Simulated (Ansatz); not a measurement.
The system is BaS.

```
CELL_PARAMETERS angstrom
0.00000 3.19375 3.19375
3.19375 0.00000 3.19375
3.19375 3.19375 0.00000
ATOMIC_POSITIONS crystal
Ba 0.00000 0.00000 0.00000
S 0.50000 0.50000 0.50000
```

Program: Ansatz 0.2.0. Alike in all runs: cell as given; basis error allowed 0.001 eV/atom.

Question: Order these runs on this cell by their pressure, lowest first.
A. level PBE; potentials or basis all-electron LAPW, scalar-relativistic; spin off; k mesh 7 × 7 × 7; cutoff (eV) 137; smearing gaussian 0.014 eV
B. level LDA; potentials or basis all-electron LAPW, relativistic spinors; spin SOC, no magnetisation; k mesh 5 × 5 × 5; cutoff (eV) 136; smearing fermi-dirac 0.05 eV
C. level BLYP; potentials or basis all-electron LAPW, scalar-relativistic; spin off; k mesh 7 × 7 × 7; cutoff (eV) 136; smearing fermi-dirac 0.05 eV

Answer: B (-2.5 GPa), A (0.8 GPa), C (3.0 GPa).
